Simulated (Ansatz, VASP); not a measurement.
## One calculation of C, two programs

```xyz
2
Lattice="0.0000 1.7659 1.7659 1.7659 0.0000 1.7659 1.7659 1.7659 0.0000" Properties=species:S:1:pos:R:3 pbc="T T T"
C     1.7659    1.7659    1.7659
C     2.6488    2.6488    2.6488
```

Alike in both runs: functional LDA; k mesh 8 × 8 × 8; occupations fermi-dirac, width 0.05 eV; no spin polarisation.

Ansatz relaxed the structure, and its values are those at the end. VASP's run is a single point on that final structure, the one shown.

|  | VASP | Ansatz |
| --- | --- | --- |
| version | VASP 6.6.1 | Ansatz 0.2.0 |
| potentials or method | VASP PAW LDA potentials, release 64 (C) | plane waves (420 eV) with PAW, scalar-relativistic |
| plane-wave cutoff (eV) | 520 | 420 |
| valence electrons in the cell | 8 | 8 |

```csv
,VASP,Ansatz,Ansatz less VASP
pressure (GPa),1.6,0.0,-1.62
```

Ansatz warned: «pseudo_functional_mismatch».
